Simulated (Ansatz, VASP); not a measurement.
Two plane-wave programs on BN

```xyz
2
Lattice="0.0000 1.7905 1.7905 1.7905 0.0000 1.7905 1.7905 1.7905 0.0000" Properties=species:S:1:pos:R:3 pbc="T T T"
B     0.0000    0.0000    0.0000
N     2.6858    2.6858    2.6858
```

The cell is a database's computed one.

Alike in both runs: task relaxation of cell and atoms; functional LDA; k mesh 12 × 12 × 12; occupations gaussian, width 0.02 eV; no spin polarisation.

```csv
,VASP,Ansatz
version,VASP 6.6.1,Ansatz 0.2.0
potentials or method,"VASP PAW LDA potentials, release 64 (B, N)","scalar-relativistic, plane waves, PAW"
plane-wave cutoff (eV),600,420
valence electrons in the cell,8,8
```

Ansatz gave:

* gap on the k mesh at the Fermi level, each at its own relaxed structure (eV): 4.39
* relaxed volume (Å³/atom): 5.74
* relaxed cell length with the largest relative difference (Å): 2.532

Task: Which values does VASP return?

Result: gap on the k mesh at the Fermi level, each at its own relaxed structure (eV): 4.38; relaxed volume (Å³/atom): 5.75; relaxed cell length with the largest relative difference (Å): 2.533.

A k mesh can miss the band edges. As with any semilocal functional, this LDA gap is likely too small.
